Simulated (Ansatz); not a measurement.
## GaP: frozen-core PAW against all-electron methods

```yaml
crystal:
  lattice:
    - [0.00000, 2.72525, 2.77976]
    - [2.72525, 0.00000, 2.77976]
    - [2.72525, 2.72525, 0.00000]
  atoms:
    - { symbol: Ga, position: [0.00000, 0.00000, 0.00000] }
    - { symbol: P, position: [0.75000, 0.75000, 0.75000] }
```

Atoms are numbered in the order listed.

The cell is COD entry 9008846, as deposited and not checked against the literature; nothing was relaxed. The listed cell was then made from it by scaling, straining or moving an atom.

All numbers are computed: DFT, PBEsol, PAW with Ansatz's default frozen-core files, scalar-relativistic (Ansatz 0.2.0); DFT, PBEsol, all-electron PAW with datasets made for the crystal, scalar-relativistic (Ansatz 0.2.0); DFT, PBEsol, all-electron LAPW, scalar-relativistic (Ansatz 0.2.0).

For PAW: a Γ-centred 12×12×12 k mesh, Fermi–Dirac smearing of 0.08 eV, cutoff 420 eV, no spin polarisation; the PAW files were made with PBE, and the program remakes their frozen cores for this functional. The crystal-made all-electron datasets (AE datasets) take a cutoff of 240 eV at this cell. LAPW targets a basis error of 0.5 meV/atom. The Ansatz runs share mesh, smearing and spin set-up. Plane-wave (PAW) pressures include the program's estimate of the Pulay term.

Stress and pressure are positive in compression.

```
                             quantity    PAW  AE datasets   LAPW
                       pressure (GPa)  -2.12        -2.13  -2.13
                      stress xx (GPa)  -1.61        -1.63  -1.62
                      stress zz (GPa)  -3.13        -3.15  -3.14
                        band gap (eV)  1.408        1.410  1.410
field gradient Vzz at Ga1 (10²¹ V/m²)  -0.38        -0.39      –
 field gradient Vzz at P2 (10²¹ V/m²)   0.25         0.25      –
```

PAW's pressure differs from the LAPW value by about 0.01 GPa or less.
